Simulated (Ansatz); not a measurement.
Ba4ZrO6: 135Ba nuclear quadrupole resonance

Cell: a computed structure from the Materials Project (it need not be an observed phase), atoms as given.

Space group R-3c:H (No. 167); a = 10.5526, c = 13.0670 Å, γ = 120.00°.

| site | Wyckoff | site symmetry | x | y | z |
| --- | --- | --- | --- | --- | --- |
| Ba1 | 18e | .2 | 0.6974 | 0.6667 | 0.4167 |
| Ba4 | 6a | 32 | 0.0000 | 0.0000 | 0.2500 |
| Zr | 6b | -3. | 0.0000 | 0.0000 | 0.5000 |
| O | 36f | 1 | 0.4877 | 0.6443 | 0.5699 |

One atom of each set is listed; the run and its k-mesh use a cell of 22 atoms with edges of 7.49, 7.49, 7.49 Å.

Computed with Ansatz: DFT, r2SCAN, plane waves and PAW, scalar-relativistic, 500 eV cutoff, Γ-centred 3×3×3 k-points, Fermi–Dirac smearing 0.02 eV.

135Ba: I = 3/2, Q = 153.0 mb (year-2017 value). Static lattice, zero field.

Sites with a gradient: Ba1 (6 atoms; 8 O at 2.85–2.98 Å); Ba4 (2 atoms; 6 O at 2.67 Å).

Question: The simulated spectrum has lines at 24.0, 65.0 MHz. Sort them into the sets that belong together, and say which site each set most likely comes from.

Answer: For I = 3/2 there is one line, ν = (|C_Q|/2)(1 + η²/3)^½. Ba1: 24.0 MHz (|C_Q| = 47.6 MHz, η = 0.23). Ba4: 65.0 MHz (|C_Q| = 130 MHz, η = 0.00).

The sites follow from the calculation. An axis of threefold or higher order runs through Ba4, so V_zz lies along it and η is zero. Like point charges on the first shell alone (each adding as 1/d³) would give the same order.

The largest force is 0.4 eV/Å, so the atoms aren't at the calculated equilibrium and relaxing them would move these values. Without spin–orbit coupling (the program notes it for Ba) the gradients are little affected as a rule: paired runs on crystals with a gap mostly move them by under 2 % at such atoms.
